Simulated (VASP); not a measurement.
WSe2, 6 atoms in the cell. It takes space group P6_3/mmc (No. 194, hexagonal). The conventional cell has a = 3.317 Å, b = 3.317 Å, c = 13.394 Å, α = 90.00°, β = 90.00°, γ = 120.00°. W (site symmetry -6m2) is surrounded by 6 Se at 2.56 Å. Se (site symmetry 3m) is surrounded by 3 W at 2.56 Å.  The cell isn't the ideal one: a relaxed cell with its volume scaled by 1.04.

```yaml
Program: VASP 6.6.1
Task: relaxation of shape and atoms at fixed volume
Functional: PBEsol
Potentials_or_basis: VASP PAW PBE potentials, release 64 (W_sv, Se)
Cutoff: 600 eV
k_mesh: 9 × 9 × 2
Occupations: gaussian, width 0.03 eV
Spin: no spin polarisation
Further_INCAR_settings: ALGO = Normal; EDIFF = 1e-07; IBRION = 2; EDIFFG = -0.01; NSW = 40; ISIF = 4
```

Potentials or basis: VASP PAW PBE potentials, release 64 (W_sv, Se).

Launch:

```bash
$ cat potpaw_PBE.64/W_sv/POTCAR potpaw_PBE.64/Se/POTCAR > POTCAR
$ mpirun -np 2 vasp_std > vasp.out
```

Hardware: 2 MPI ranks on Intel(R) Xeon(R) 6975P-C (Granite Rapids) (shared host).

Problem. How long does it take, and how much memory?

Solution. It took 2.3 min on 2 MPI ranks on Intel(R) Xeon(R) 6975P-C (Granite Rapids) (shared host), peak memory 0.33 GiB a rank. Counts: scf iterations 66, k points 24, ion steps 8.
